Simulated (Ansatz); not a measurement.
# WC (Fm-3m) in Ansatz: notebook, part 2 of 2

Ansatz 0.2.0. Earlier steps stand in the parts before.

**6. Band structure, PBEsol**

Input file input.yaml:

```yaml
crystal:
  lattice:
    - [0.0, 2.192684, 2.192684]
    - [2.192684, 0.0, 2.192684]
    - [2.192684, 2.192684, 0.0]
  atoms:
    - { symbol: W, position: [0.0, 0.0, 0.0] }
    - { symbol: C, position: [0.5, 0.5, 0.5] }
kpoints:
  mp_grid: { grid: [8, 8, 8] }
  band_path:
    path:
      - [0.0, 0.0, 0.0]
      - [0.5, 0.0, 0.5]
      - [0.5, 0.25, 0.75]
      - [0.375, 0.375, 0.75]
      - [0.0, 0.0, 0.0]
      - [0.5, 0.5, 0.5]
      - [0.625, 0.25, 0.625]
      - [0.5, 0.25, 0.75]
    npoints: 12
scf:
  occupations: { method: fermi_dirac, width: 0.05 }
hamiltonian:
  xc: pbesol
  pseudopotentials: { kind: all_electron, lapw: { basis_error: 0.001 } }
output:
  forces: true
  stress: true
  eigenvalues: true
```

Potentials or basis: all-electron LAPW, scalar-relativistic.

The run is started by

```
> ansatz run input.yaml --threads 1 --pin off --max-ram 3072MiB --backend cpu --events-out ev --progress --plain --runs-dir out
```

Standard output:

```text
Warning: RAYON_NUM_THREADS=1 ignored (pool sized by the plan → 1); use --threads N
LAPW: plane waves up to 9.393 Å⁻¹, error target 1.0e-3 eV per atom; small_component_spin mean_spin; C in spheres of 0.903 Å, 6 of its electrons in bands, Dirac shells []; W in spheres of 1.290 Å, 44 of its electrons in bands, Dirac shells [] (how accurate: hamiltonian.pseudopotentials.lapw.basis_error, Limitations)
Engine: ansatz 0.2.0, x86_64-unknown-linux-gnu
Pseudopotentials: kind: all_electron
Pseudopotential: W, LAPW, valence charge 44, lapw/all_electron/scalar/gaussian/W, Koelling and Harmon's equation, gaussian nucleus
Pseudopotential: C, LAPW, valence charge 6, lapw/all_electron/scalar/gaussian/C, Koelling and Harmon's equation, gaussian nucleus
Functional definition: PBEsol
  exchange = pbesol_x
  correlation = pbesol_c
Crystal: 2 atoms, lattice volume = 21.084 Å³
Basis set: ecut = 336.115688246026 eV, 283 PW (Γ), exchange–correlation at level 2
Bands: 30, of which v1, the nominal top of the filled ones, is band 25 counted from 1 (24 counted from 0)
Symmetry: 48 space group operations
Space group: Fm-3m (ITA 225), of the structure as read, at distance tolerance 2.8e-5 Å
k-points: 29 of 512
Non-local potential: W, projectors of the file, none
Non-local potential: C, projectors of the file, none
Initial density: superposition of atomic densities (chi_scale 0.1, normalization cell, long waves kept (reshape's long-wave potential 0.00 eV rms))
Initial wavefunctions: plane waves of lowest kinetic energy (no species holds an atomic orbital)
Functional: x = pbesol(κ = 0.804, μ = 0.12345679012345678), c = pbesol(β = 0.046)
iter 1 solved again at ethr=9.57e-3 eV; its pass at ethr=1.00e-1 eV (dr2=4.79e0 eV) is discarded
SCF iter   1: F=—  HF=-440107.930304 eV  |F-HF|=—  |Δ(HF+E_count)|=         —  Δρ=1.34e-1  dr2=4.79e0  ethr=9.57e-3  ⟨swp⟩=2.0  Hψ=5381  notcnv=0
preconditioner: auto → Kerker (q_TF=auto, 3.151 Å⁻¹)  [metal: Δε(μ)=0.049 eV  Ē_g=27.346 eV  σ=0.050 eV  W_gap=0.24  n_scr=14 (ndim 8)  ℏωp=44.3 eV  f_vac=0.000  D(μ)=1.58/eV (n_scr^D=14)]
iter 2 solved again at ethr=2.40e-4 eV; its pass at ethr=9.57e-3 eV (dr2=1.20e-1 eV) is discarded
SCF iter   2: F=—  HF=-440106.201020 eV  |F-HF|=—  |Δ(HF+E_count)|=    1.73e0  Δρ=2.44e-2  dr2=1.20e-1  ethr=2.40e-4  ⟨swp⟩=2.0  Hψ=4425  notcnv=0
SCF iter   3: F=—  HF=-440106.177695 eV  |F-HF|=—  |Δ(HF+E_count)|=         —  Δρ=2.77e-2  dr2=2.14e-1  ethr=2.40e-4  ⟨swp⟩=2.3  Hψ=2688  notcnv=0
the basis was enlarged: its passes take 169.3 KiB over the memory plan, 1 of 1 planned eigensolver slots
SCF iter   4: F=—  HF=-440106.173009 eV  |F-HF|=—  |Δ(HF+E_count)|=   4.69e-3  Δρ=1.07e-2  dr2=3.03e-2  ethr=2.40e-4  ⟨swp⟩=2.1  Hψ=2566  notcnv=0
SCF iter   5: F=—  HF=-440106.147667 eV  |F-HF|=—  |Δ(HF+E_count)|=   2.53e-2  Δρ=2.84e-3  dr2=7.88e-4  ethr=6.05e-5  ⟨swp⟩=2.9  Hψ=2694  notcnv=0
SCF iter   6: F=—  HF=-440106.147323 eV  |F-HF|=—  |Δ(HF+E_count)|=   3.44e-4  Δρ=1.62e-3  dr2=7.83e-4  ethr=1.58e-6  ⟨swp⟩=2.9  Hψ=2651  notcnv=0
SCF iter   7: F=—  HF=-440106.147105 eV  |F-HF|=—  |Δ(HF+E_count)|=   2.18e-4  Δρ=4.48e-4  dr2=5.31e-5  ethr=1.57e-6  ⟨swp⟩=2.0  Hψ=2550  notcnv=0
SCF iter   8: F=—  HF=-440106.147101 eV  |F-HF|=—  |Δ(HF+E_count)|=   3.71e-6  Δρ=1.28e-4  dr2=3.68e-6  ethr=1.06e-7  ⟨swp⟩=2.0  Hψ=2547  notcnv=0
SCF iter   9: F=—  HF=-440106.147101 eV  |F-HF|=—  |Δ(HF+E_count)|=   5.81e-7  Δρ=3.53e-5  dr2=2.77e-7  ethr=7.36e-9  ⟨swp⟩=2.1  Hψ=2553  notcnv=0
SCF iter  10: F=-440106.147101 eV  HF=-440106.147101 eV  |F-HF|=3.67e-8  |Δ(HF+E_count)|=   5.29e-8  Δρ=1.13e-5  dr2=3.06e-8  ethr=5.53e-10  ⟨swp⟩=2.4  Hψ=2568  notcnv=0
SCF 1 converged in 10 iterations: F = -440106.147101 eV  dr2 = 3.06e-8
NSCF: frozen V_eff on 85 k-points
SCF converged after 10 iterations
Free energy (F): -440106.147101 eV
Harris-Foulkes:  -440106.147101 eV  (|F-HF|=3.67e-8)
Internal energy: -440106.133919 eV  (E = F + TS)
E sigma→0 (E₀):  -440106.140510 eV
Entropy (-TS):   -0.013182 eV (-6.591 meV/atom)
Fermi energy:    26.744456 eV
--- Per-component energies (eV) ---
  E_band       = -4920.925994
  E_kinetic    = 492719.962889
  E_xc         = -8846.756176
  E_electrostatic = -923979.340632  (all electrons and nuclei)
  E_smearing   = -0.013182  (= −TS)
  E_closure    = 0.000000  (closes the sum)
  E_atoms      = -440084.679543  (free atoms, spherical and without spin; not in F)
  Σ components = -440106.147101   (vs F -440106.147101, Δ=0.00e0)
  Basis errors (estimates in eV, not in F): energy 3.8e-4 per atom: plane waves 3.3e-4 (1.8e-4 summed), levels above the bands 7.7e-85, relativity 3.2e-8, radial functions 4.8e-5, core shells 1.7e-7; eigenvalues (radial functions only) 4.1e-6; not estimated: angular momenta, meshes, grids; target (lapw.basis_error) 1.0e-3; muffin-tin radii C 0.903 Å, W 1.290 Å
--- Forces (eV/Å), atoms counted from 1 ---
  atom   1  W     -0.00000000    -0.00000000    -0.00000000
  atom   2  C      0.00000000    -0.00000000     0.00000000
  max |Σ_I F_I| component: 1.40e-30 eV/Å
--- Stress (GPa, compression-positive) ---
       -9.739978       0.000000       0.000000
        0.000000      -9.739978       0.000000
        0.000000       0.000000      -9.739978
  P = ⅓ Tr σ = -9.7400 GPa (-97.400 kbar)
--- Band table (eV; the first three rows and the last of 29) ---
  k-point 0: bands = ["-392.2554", "-392.2554", "-392.2554", "-238.6754", "-207.5496", "-207.5496", "-207.5388", "-207.5388", "-207.5388", "-48.6831", "-12.7201", "-12.7201", "-12.7201", "-2.9233", "-2.9233", "-2.9233", "-2.9075", "-2.8929", "-2.8929", "-2.8929", "10.8423", "23.8554", "23.8554", "23.8554", "25.5973", "25.5973", "25.5973", "25.6457", "25.6457", "33.0858"]
  k-point 1: bands = ["-392.2554", "-392.2554", "-392.2554", "-238.6754", "-207.5496", "-207.5496", "-207.5388", "-207.5388", "-207.5388", "-48.6776", "-12.8103", "-12.7298", "-12.7298", "-2.9238", "-2.9214", "-2.9214", "-2.9057", "-2.8955", "-2.8955", "-2.8927", "11.2769", "22.5728", "23.0726", "23.0726", "24.5507", "24.5507", "26.0537", "28.3243", "28.3243", "33.8545"]
  k-point 2: bands = ["-392.2554", "-392.2554", "-392.2554", "-238.6754", "-207.5496", "-207.5496", "-207.5388", "-207.5388", "-207.5388", "-48.6645", "-13.0227", "-12.7531", "-12.7531", "-2.9251", "-2.9168", "-2.9168", "-2.9015", "-2.9015", "-2.9012", "-2.8924", "12.4666", "20.4253", "21.4396", "21.4396", "25.5546", "25.5546", "26.6642", "31.3002", "31.3002", "34.9354"]
  k-point 28: bands = ["-392.2554", "-392.2554", "-392.2554", "-238.6754", "-207.5496", "-207.5496", "-207.5388", "-207.5388", "-207.5388", "-48.6334", "-13.0929", "-13.0929", "-12.9369", "-2.9127", "-2.9124", "-2.9124", "-2.9094", "-2.9094", "-2.9071", "-2.8913", "14.0066", "20.3176", "20.5629", "20.5629", "27.1133", "27.1133", "28.9062", "30.0612", "31.5418", "38.4082"]
```

bands.tsv:

```text
# k_distance	band_0	band_1	band_2	band_3	band_4	band_5	band_6	band_7	band_8	band_9	band_10	band_11	band_12	band_13	band_14	band_15	band_16	band_17	band_18	band_19	band_20	band_21	band_22	band_23	band_24	band_25	band_26	band_27	band_28	band_29
# fermi_ev = 26.744456
[... 95 lines left out ...]
6.757908	-418.999893	-418.999893	-418.999893	-265.419835	-234.294062	-234.294061	-234.283218	-234.283218	-234.283217	-75.377858	-39.847581	-39.827535	-39.680472	-29.657420	-29.656836	-29.656576	-29.654080	-29.653706	-29.651439	-29.635780	-12.740256	-6.463342	-6.167949	-6.151015	0.194562	0.525951	2.164942	3.329753	4.806179	11.625290
6.800121	-418.999893	-418.999893	-418.999893	-265.419835	-234.294062	-234.294061	-234.283218	-234.283218	-234.283217	-75.377833	-39.837379	-39.837379	-39.681333	-29.657126	-29.656837	-29.656837	-29.653869	-29.653869	-29.651523	-29.635773	-12.737838	-6.426831	-6.181524	-6.181524	0.368857	0.368857	2.161772	3.316756	4.797365	11.663775
```

It took 15 s on 1 thread of AMD EPYC 7R43 (Zen 3), shared host; peak memory 0.33 GiB.

Results:

* Free energy: -440106.1471 eV
* Pressure: -9.7 GPa
* Band gap along the path: none (metal or under the smearing width)

Levels at the corners of the path, in eV from the Fermi level:
```
point  band 21  band 22  band 23  band 24  band 25  band 26  band 27  band 28  band 29  band 30
    Γ   -15.90    -2.89    -2.89    -2.89    -1.15    -1.15    -1.15    -1.10    -1.10     6.34
    X   -13.66    -5.91    -5.70    -2.59    -2.59     0.72     2.15     2.15     5.29     7.14
    W   -12.74    -6.43    -6.18    -6.18     0.37     0.37     2.16     3.32     4.80    11.66
    K   -12.86    -7.09    -6.04    -4.98    -1.82     1.31     2.40     4.73     4.74     9.62
    Γ   -15.90    -2.89    -2.89    -2.89    -1.15    -1.15    -1.15    -1.10    -1.10     6.34
    L   -11.25    -9.93    -6.70    -6.70     0.92     0.92     2.20     4.77     8.68     8.68
    U   -12.86    -7.09    -6.04    -4.98    -1.82     1.31     2.40     4.73     4.74     9.62
    W   -12.74    -6.43    -6.18    -6.18     0.37     0.37     2.16     3.32     4.80    11.66
```

Caveat: the k mesh is thin for a metal, which can move the energy by tens of meV per atom; spin-orbit coupling is left out, which moves the levels of the heavy elements.

**7. Overview**

```csv
potentials or basis,k mesh,cutoff (eV),basis error allowed,pressure (GPa)
"all-electron LAPW, scalar-relativistic",10 × 10 × 10,336,0.001 eV/atom,-10.2
"all-electron LAPW, non-relativistic",10 × 10 × 10,333,0.001 eV/atom,8.4
all-electron PAW datasets made for the crystal,10 × 10 × 10,340,-,-10.2
"all-electron LAPW, inner shells corrected to Dirac's equation",10 × 10 × 10,336,0.001 eV/atom,-10.1
"all-electron LAPW, scalar-relativistic",8 × 8 × 8,336,0.001 eV/atom,-9.7
```

Alike in all rows: task band structure; level PBEsol; no spin polarisation; cell as given; smearing fermi-dirac 0.05 eV.

Caveats: spin-orbit coupling is left out, which moves the levels of the heavy elements; relativity is left out, which matters for the heavier elements (some runs); the k mesh is thin for a metal, which can move the energy by tens of meV per atom (some runs).

Compare energies only between runs with the same functional and basis.
